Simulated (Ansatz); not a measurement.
Crystal: CdSe.

```
Cd Se
1.0
     0.00000    3.07027    3.07027
     3.07027    0.00000    3.07027
     3.07027    3.07027    0.00000
Cd Se
1 1
Direct
  0.00000 0.00000 0.00000
  0.25000 0.25000 0.25000
```

Measurements of this composition are mostly on another form, of space group No. 186.

Base run:

| Item | Value |
| --- | --- |
| Program | Ansatz 0.2.0 |
| Functional | PBE |
| Potentials or basis | all-electron LAPW, scalar-relativistic |
| Cutoff | 266 eV (chosen from the basis error) |
| Basis error allowed | 0.001 eV/atom |
| k mesh | 8 × 8 × 8 |
| Occupations | fermi-dirac, width 0.05 eV |
| Spin | no spin polarisation |

Its results: band gap on the k mesh 0.55 eV, direct; pressure 1.3 GPa.

Question: The run is repeated on the same cell with these changes: functional from PBE to revPBE. What comes out?

Answer: Band gap on the k mesh 0.68 eV, direct; pressure 2.7 GPa.

revPBE binds less tightly than PBE, so the same cell stands under more pressure.
